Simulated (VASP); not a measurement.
# Al (Im-3m) in VASP: a series of runs

The runs below take Al through single point, with PBEsol.

Everything below comes from runs of VASP 6.6.1. Logs are shortened: lines on timing, memory, paths and dates and some standing lists are left out, and cuts for length are marked.

### Step 1. The crystal as given

It takes space group Im-3m (No. 229, cubic). Conventional cell: a = 3.182 Å, b = 3.182 Å, c = 3.182 Å, α = 90.00°, β = 90.00°, γ = 90.00°. Around Al (site symmetry m-3m) lie 8 Al at 2.76 Å.

This isn't the form of Al at room conditions, which is fcc.

### Step 2. Single point, PBEsol

Contents of INCAR:

```
ADDGRID = F
ALGO = Normal
EDIFF = 1E-7
ENCUT = 500
GGA = PS
ISIF = 2
ISMEAR = 1
LASPH = T
LCHARG = F
LREAL = F
LWAVE = F
NELM = 100
PREC = Accurate
SIGMA = 0.1
```

Contents of KPOINTS:

```
k-points
0
Gamma
  15 15 15
```

Contents of POSCAR:

```
Al
1.0
   -1.5912186900      1.5912186900      1.5912186900
    1.5912186900     -1.5912186900      1.5912186900
    1.5912186900      1.5912186900     -1.5912186900
Al
1
Direct
    0.0000000000      0.0000000000      0.0000000000
```

Potentials or basis: VASP PAW PBE potentials, release 64 (Al).

Command:

```console
$ cat potpaw_PBE.64/Al/POTCAR > POTCAR
$ mpirun -np 1 vasp_std > vasp.out
```

OUTCAR:

```text
EDIFF = 1E-7
   ENCUT = 500
   GGA = PS
   ISIF = 2
   ISMEAR = 1
   LASPH = T
   LREAL = F
   NELM = 100
   PREC = Accurate

 Found    120 irreducible k-points:

 Following reciprocal coordinates:
            Coordinates               Weight
  0.000000  0.000000  0.000000      1.000000
  0.066667  0.000000  0.000000     12.000000
  0.133333  0.000000  0.000000     12.000000
  0.200000  0.000000  0.000000     12.000000
  0.266667  0.000000  0.000000     12.000000
  0.333333  0.000000  0.000000     12.000000
   k-points           NKPTS =    120   k-points in BZ     NKDIM =    120   number of bands    NBANDS=      5
   number of dos      NEDOS =    301   number of ions     NIONS =      1
   total plane-waves  NPLWV =   8000
   dimension x,y,z NGX =    20 NGY =   20 NGZ =   20
   dimension x,y,z NGXF=    40 NGYF=   40 NGZF=   40
   ions per type =               1
   NGX,Y,Z   is equivalent  to a cutoff of  12.06, 12.06, 12.06 a.u.
   NGXF,Y,Z  is equivalent  to a cutoff of  24.13, 24.13, 24.13 a.u.
 SYSTEM =  unknown system
   PREC   = accura    normal or accurate (medium, high low for compatibility)
   ISTART =      0    job   : 0-new  1-cont  2-samecut
   ICHARG =      2    charge: 1-file 2-atom 10-const
   ISPIN  =      1    spin polarized calculation?
   LNONCOLLINEAR =      F non collinear calculations
   LSORBIT =      F    spin-orbit coupling
   LASPH  =      T    aspherical Exc in radial PAW
   ENCUT  =  500.0 eV  36.75 Ry    6.06 a.u.   5.02  5.02  5.02*2*pi/ulx,y,z
   NELM   =    100;   NELMIN=  2; NELMDL= -5     # of ELM steps
   EDIFF  = 0.1E-06   stopping-criterion for ELM
   LREAL  =      F    real-space projection
   EDIFFG = 0.1E-05   stopping-criterion for IOM
   NSW    =      0    number of steps for IOM
   IBRION =     -1    ionic relax: 0-MD 1-quasi-New 2-CG
   NFREE  =      0    steps in history (QN), initial steepest desc. (CG)
   ISIF   =      2    stress and relaxation
   ISYM   =      2    0-nonsym 1-usesym 2-fastsym
   POTIM  = 0.5000    time-step for ionic-motion
   TEBEG  =    0.0;   TEEND  =   0.0 temperature during run
   PSTRESS=    0.0 pullay stress
   NELECT =       3.0000    total number of electrons
   NUPDOWN=      -1.0000    fix difference up-down
   EMIN   =  10.00;   EMAX   =-10.00  energy-range for DOS
   EFERMI =   0.00;   METHOD = LEGACY
   ISMEAR =     1;   SIGMA  =   0.10  broadening in eV -4-tet -1-fermi 0-gaus
   EFERMI_NEDOS =   21; number of points for ismear=-14 and -15
   IALGO  =     38    algorithm
   IMIX   =      4    mixing-type and parameters
     AMIX     =   0.40;   BMIX     =  1.00
     AMIX_MAG =   1.60;   BMIX_MAG =  1.00
  volume/ion in A,a.u.               =      16.12       108.75
  Fermi-wavevector in a.u.,A,eV,Ry     =   0.934757  1.766435 11.888371  0.873771
  Thomas-Fermi vector in A             =   2.061595
   LORBIT       =      0    0 simple, 1 ext, 2 COOP (PROOUT), +10 PAW based schemes
   GGA     = PS    functional components
   LHFCALC =     F    Hartree Fock is set to
   AEXX    =    0.0000 exact exchange contribution
   IVDW    =     0    specifies the selected vdW correction
   LEPSILON=     F    determine dielectric tensor
   LRPA    =     F    only Hartree local field effects (RPA)
 non-spin polarized calculation
 Methfessel and Paxton  Order N= 1 SIGMA  =   0.10
  energy-cutoff  :      500.00
  volume of cell :       16.12
 maximum number of plane-waves:       420
   NGX =  9   NGY =  9   NGZ =  9

 number of electron       3.0000000 magnetization

 Free energy of the ion-electron system (eV)
  ---------------------------------------------------
  ext. energy  EPLUGINS =         0.00000000
  ---------------------------------------------------
  free energy    TOTEN  =        -3.99152519 eV

  energy without entropy =       -3.99141808  energy(sigma->0) =       -3.99148949

 E-fermi :   8.1968     XC(G=0): -10.3470

 val. band max:        8.1786124290   @ k =  -0.4000   0.4000   0.2000
 cond. band min:       8.2133804053   @ k =   0.2667   0.2667   0.0000
 fundamental gap:      0.0347679763
 Fermi energy:         8.1968358699

 k-point     1 :       0.0000    0.0000    0.0000
  band No.  band energies     occupation
      1      -3.0915      2.00000
      2      21.5846      0.00000
      3      21.5846      0.00000
      4      21.5846      0.00000
      5      23.2261      0.00000

 k-point     2 :       0.0667    0.0000    0.0000
  band No.  band energies     occupation
      1      -2.9616      2.00000
      2      20.0558      0.00000
      3      20.7369      0.00000
      4      21.0624      0.00000
      5      22.6481      0.00000

 k-point     3 :       0.1333    0.0000    0.0000
  band No.  band energies     occupation
      1      -2.5727      2.00000
      2      17.3698      0.00000
      3      19.5813      0.00000
      4      20.0050      0.00000
      5      21.5801      0.00000

 k-point     4 :       0.2000    0.0000    0.0000
  band No.  band energies     occupation
      1      -1.9268      2.00000
      2      14.5775      0.00000
      3      18.5786      0.00000
      4      18.9242      0.00000
      5      20.5487      0.00000

 k-point     5 :       0.2667    0.0000    0.0000
  band No.  band energies     occupation
      1      -1.0277      2.00000
      2      11.9015      0.00000
      3      17.7707      0.00000
      4      17.9949      0.00000
      5      19.6850      0.00000

 k-point     6 :       0.3333    0.0000    0.0000
  band No.  band energies     occupation
      1       0.1197      2.00000
      2       9.4036     -0.00000
      3      17.1646      0.00000
      4      17.2751      0.00000
      5      19.0252      0.00000

 [... further k-points ...]

------------------------ aborting loop because EDIFF is reached ----------------------------------------

  FORCE on cell =-STRESS in cart. coord.  units (eV):
  Direction    XX          YY          ZZ          XY          YZ          ZX
  --------------------------------------------------------------------------------------
  -------------------------------------------------------------------------------------
  Total        0.2175439      0.2175439      0.2175439     -0.0000000      0.0000000     -0.0000000
  in kB       21.6275762     21.6275762     21.6275762     -0.0000000      0.0000000     -0.0000000
  external PRESSURE =      21.6275762 kB  Pullay stress =       0.0000000 kB

 VOLUME and BASIS-vectors are now :
 -----------------------------------------------------------------------------
  energy-cutoff  :      500.00
  volume of cell :       16.12
      direct lattice vectors                 reciprocal lattice vectors
    -1.591218690  1.591218690  1.591218690     0.000000000  0.314224565  0.314224565
     1.591218690 -1.591218690  1.591218690     0.314224565  0.000000000  0.314224565
     1.591218690  1.591218690 -1.591218690     0.314224565  0.314224565  0.000000000

 POSITION                                       TOTAL-FORCE (eV/Angst)
 -----------------------------------------------------------------------------------
      0.00000      0.00000      0.00000         0.000000      0.000000      0.000000
 -----------------------------------------------------------------------------------
    total drift:                                0.000000      0.000000      0.000000

  FREE ENERGIE OF THE ION-ELECTRON SYSTEM (eV)
  ---------------------------------------------------
  free  energy   TOTEN  =        -3.9915251928 eV

  energy  without entropy=       -3.9914180758  energy(sigma->0) =       -3.99148949
```

stdout:

```text
POSCAR found type information on POSCAR Al
 POSCAR found :  1 types and       1 ions
 scaLAPACK will be used
 -----------------------------------------------------------------------------
|                                                                             |
|                                                                             |
|     You enforced a specific xc type in the INCAR file but a different       |
|     I HOPE YOU KNOW WHAT YOU ARE DOING!                                     |
|                                                                             |
 -----------------------------------------------------------------------------

 LDA part: xc-table for (Slater+PW92), standard interpolation
 POSCAR, INCAR and KPOINTS ok, starting setup
 FFT: planning ... GRIDC
 FFT: planning ... GRID_SOFT
 FFT: planning ... GRID
 WAVECAR not read
 entering main loop
```

It took 12 s on 1 thread of Intel Xeon Platinum 8375C at 2.90GHz (Ice Lake), shared host; peak memory 0.12 GiB.

These settings aren't checked as converged: the numbers below hold their error.

Results:

| Item | Value |
| --- | --- |
| Free energy | -3.9915 eV |
| Pressure | 2.2 GPa |
| Band gap on the k mesh | none (metal or under the smearing width) |

Caveat: the PAW data sets were made with another functional, which shifts forces and pressure a little.

### Step 3. Single point, PBEsol

INCAR is that of step 2.

KPOINTS is that of step 2.

Contents of POSCAR:

```
Al
1.0
   -1.5505220000      1.6151010000      1.5901740000
    1.5972310000     -1.6159030000      1.6376860000
    1.5218560000      1.5872370000     -1.5909760000
Al
1
Direct
   -0.0427450000     -0.0166940000     -0.0578530000
```

Potentials or basis: VASP PAW PBE potentials, release 64 (Al).

Command:

```console
$ cat potpaw_PBE.64/Al/POTCAR > POTCAR
$ mpirun -np 1 vasp_std > vasp.out
```

Wall time 94 s (1 thread of Intel Xeon Platinum 8375C at 2.90GHz (Ice Lake), shared host); peak memory 0.23 GiB.

The run converged, but some of its settings lie outside the range that counts as converged, so its numbers aren't taken as properties of the crystal.

Results:

```
Free energy            : -3.9903 eV
Pressure               : 2.4 GPa
Band gap on the k mesh : none (metal or under the smearing width)
```

Caveat: the PAW data sets were made with another functional, which shifts forces and pressure a little.

### Step 4. Single point, PBEsol

Edit INCAR of step 3 so:

```diff
@@ -3,3 +3,3 @@
 EDIFF = 1E-7
-ENCUT = 500
+ENCUT = 600
 GGA = PS
```

KPOINTS is that of step 3.

Contents of POSCAR:

```
Al
1.0
   -1.5912186900      1.5912186900      1.5912186900
    1.5912186900     -1.5912186900      1.5912186900
    1.5912186900      1.5912186900     -1.5912186900
Al
1
Direct
    0.0000000000      0.0000000000      0.0000000000
```

Command:

```console
$ cat potpaw_PBE.64/Al/POTCAR > POTCAR
$ mpirun -np 1 vasp_std > vasp.out
```

Wall time 9.7 s (1 thread of Intel Xeon Platinum 8375C at 2.90GHz (Ice Lake), shared host); peak memory 0.13 GiB.

These settings aren't checked as converged: the numbers below hold their error.

Results:

```
Free energy            : -3.9916 eV
Pressure               : 2.2 GPa
Band gap on the k mesh : none (metal or under the smearing width)
```

Caveat: the PAW data sets were made with another functional, which shifts forces and pressure a little.

### Step 5. Single point, PBEsol

INCAR is that of step 4.

KPOINTS is that of step 4.

Contents of POSCAR:

```
Al
1.0
   -1.5505220000      1.6151010000      1.5901740000
    1.5972310000     -1.6159030000      1.6376860000
    1.5218560000      1.5872370000     -1.5909760000
Al
1
Direct
   -0.0427450000     -0.0166940000     -0.0578530000
```

Command:

```console
$ cat potpaw_PBE.64/Al/POTCAR > POTCAR
$ mpirun -np 1 vasp_std > vasp.out
```

Run time: 98 s. Hardware: 1 thread of Intel Xeon Platinum 8375C at 2.90GHz (Ice Lake), shared host; peak memory 0.28 GiB.

These settings aren't checked as converged: the numbers below hold their error.

Results:

| Property | Result |
| --- | --- |
| Free energy | -3.9903 eV |
| Pressure | 2.4 GPa |
| Band gap on the k mesh | none (metal or under the smearing width) |

Caveat: the PAW data sets were made with another functional, which shifts forces and pressure a little.

### Step 6. Single point, PBEsol

Edit INCAR of step 5 so:

```diff
@@ -3,3 +3,3 @@
 EDIFF = 1E-7
-ENCUT = 600
+ENCUT = 500
 GGA = PS
```

Contents of KPOINTS:

```
k-points
0
Gamma
  18 18 18
```

Contents of POSCAR:

```
Al
1.0
   -1.5912186900      1.5912186900      1.5912186900
    1.5912186900     -1.5912186900      1.5912186900
    1.5912186900      1.5912186900     -1.5912186900
Al
1
Direct
    0.0000000000      0.0000000000      0.0000000000
```

Potentials or basis: VASP PAW PBE potentials, release 64 (Al).

Command:

```console
$ cat potpaw_PBE.64/Al/POTCAR > POTCAR
$ mpirun -np 1 vasp_std > vasp.out
```

OUTCAR:

```text
EDIFF = 1E-7
   ENCUT = 500
   GGA = PS
   ISIF = 2
   ISMEAR = 1
   LASPH = T
   LREAL = F
   NELM = 100
   PREC = Accurate

 Found    195 irreducible k-points:

 Following reciprocal coordinates:
            Coordinates               Weight
  0.000000  0.000000  0.000000      1.000000
  0.055556  0.000000  0.000000     12.000000
  0.111111  0.000000  0.000000     12.000000
  0.166667  0.000000  0.000000     12.000000
  0.222222  0.000000  0.000000     12.000000
  0.277778  0.000000  0.000000     12.000000
   k-points           NKPTS =    195   k-points in BZ     NKDIM =    195   number of bands    NBANDS=      5
   number of dos      NEDOS =    301   number of ions     NIONS =      1
   total plane-waves  NPLWV =   8000
   dimension x,y,z NGX =    20 NGY =   20 NGZ =   20
   dimension x,y,z NGXF=    40 NGYF=   40 NGZF=   40
   ions per type =               1
   NGX,Y,Z   is equivalent  to a cutoff of  12.06, 12.06, 12.06 a.u.
   NGXF,Y,Z  is equivalent  to a cutoff of  24.13, 24.13, 24.13 a.u.
 SYSTEM =  unknown system
   PREC   = accura    normal or accurate (medium, high low for compatibility)
   ISTART =      0    job   : 0-new  1-cont  2-samecut
   ICHARG =      2    charge: 1-file 2-atom 10-const
   ISPIN  =      1    spin polarized calculation?
   LNONCOLLINEAR =      F non collinear calculations
   LSORBIT =      F    spin-orbit coupling
[... 55 lines left out ...]
 cond. band min:       8.2293672607   @ k =  -0.3889  -0.4444   0.2222
 fundamental gap:      0.0109272827
 Fermi energy:         8.2196621165

 k-point     1 :       0.0000    0.0000    0.0000
  band No.  band energies     occupation
      1      -3.0914      2.00000
      2      21.5850      0.00000
      3      21.5850      0.00000
      4      21.5850      0.00000
      5      23.2272      0.00000
[... 33 lines left out ...]
 k-point     6 :       0.2778    0.0000    0.0000
  band No.  band energies     occupation
      1      -0.8534      2.00000
      2      11.4722      0.00000
      3      17.6563      0.00000
      4      17.8596      0.00000
      5      19.5606      0.00000

 [... further k-points ...]

------------------------ aborting loop because EDIFF is reached ----------------------------------------

  FORCE on cell =-STRESS in cart. coord.  units (eV):
  Direction    XX          YY          ZZ          XY          YZ          ZX
  --------------------------------------------------------------------------------------
  -------------------------------------------------------------------------------------
  Total        0.2399400      0.2399400      0.2399400      0.0000000      0.0000000     -0.0000000
  in kB       23.8541366     23.8541366     23.8541366      0.0000000      0.0000000     -0.0000000
  external PRESSURE =      23.8541366 kB  Pullay stress =       0.0000000 kB

 VOLUME and BASIS-vectors are now :
 -----------------------------------------------------------------------------
  energy-cutoff  :      500.00
  volume of cell :       16.12
      direct lattice vectors                 reciprocal lattice vectors
    -1.591218690  1.591218690  1.591218690     0.000000000  0.314224565  0.314224565
     1.591218690 -1.591218690  1.591218690     0.314224565  0.000000000  0.314224565
     1.591218690  1.591218690 -1.591218690     0.314224565  0.314224565  0.000000000

 POSITION                                       TOTAL-FORCE (eV/Angst)
 -----------------------------------------------------------------------------------
      0.00000      0.00000      0.00000         0.000000     -0.000000     -0.000000
 -----------------------------------------------------------------------------------
    total drift:                                0.000000      0.000000      0.000000

  FREE ENERGIE OF THE ION-ELECTRON SYSTEM (eV)
  ---------------------------------------------------
  free  energy   TOTEN  =        -3.9918848991 eV

  energy  without entropy=       -3.9917957208  energy(sigma->0) =       -3.99185517
```

OSZICAR:

```text
N       E                     dE             d eps       ncg     rms          rms(c)
DAV:   1    -0.208223092749E+01   -0.20822E+01   -0.87026E+02  2100   0.318E+02
DAV:   2    -0.400805255940E+01   -0.19258E+01   -0.17615E+01  2515   0.299E+01
DAV:   3    -0.402175130747E+01   -0.13699E-01   -0.13672E-01  2795   0.296E+00
DAV:   4    -0.402177582919E+01   -0.24522E-04   -0.24521E-04  2850   0.113E-01
DAV:   5    -0.402177586311E+01   -0.33922E-07   -0.33627E-07  2840   0.336E-03    0.138E+00
DAV:   6    -0.400372127072E+01    0.18055E-01   -0.25901E-03  2515   0.326E-01    0.778E-01
DAV:   7    -0.399190188120E+01    0.11819E-01   -0.68955E-03  2490   0.514E-01    0.168E-01
DAV:   8    -0.399188584611E+01    0.16035E-04   -0.41419E-05  3045   0.624E-02    0.133E-02
DAV:   9    -0.399188519143E+01    0.65468E-06   -0.26914E-07  2765   0.382E-03    0.110E-03
DAV:  10    -0.399188489129E+01    0.30015E-06   -0.72695E-09  2300   0.781E-04    0.677E-04
DAV:  11    -0.399188489911E+01   -0.78164E-08   -0.32752E-10  1690   0.134E-04
   1 F= -.39918849E+01 E0= -.39918552E+01  d E =-.891783E-04
```

stdout:

```text
POSCAR found type information on POSCAR Al
 POSCAR found :  1 types and       1 ions
 scaLAPACK will be used
 -----------------------------------------------------------------------------
|                                                                             |
|                                                                             |
|     You enforced a specific xc type in the INCAR file but a different       |
|     I HOPE YOU KNOW WHAT YOU ARE DOING!                                     |
|                                                                             |
 -----------------------------------------------------------------------------

 LDA part: xc-table for (Slater+PW92), standard interpolation
 POSCAR, INCAR and KPOINTS ok, starting setup
 FFT: planning ... GRIDC
 FFT: planning ... GRID_SOFT
 FFT: planning ... GRID
 WAVECAR not read
 entering main loop
```

Run time: 12 s. Hardware: 1 thread of Intel Xeon Platinum 8375C at 2.90GHz (Ice Lake), shared host; peak memory 0.12 GiB.

The run converged, but some of its settings lie outside the range that counts as converged, so its numbers aren't taken as properties of the crystal.

What came out:

```yaml
Free_energy: -3.9919 eV
Pressure: 2.4 GPa
Band_gap_on_the_k_mesh: none (metal or under the smearing width)
```

Caveat: the PAW data sets were made with another functional, which shifts forces and pressure a little.

### Step 7. The reference run

An earlier run on the cell as given: functional PBEsol; potentials or basis VASP PAW PBE potentials, release 64 (Al); cutoff 520 eV; k mesh 12 × 12 × 12; occupations fermi-dirac, width 0.05 eV; no spin polarisation.

* Pressure: 2.3 GPa
* Band gap on the k mesh: none (metal or under the smearing width)
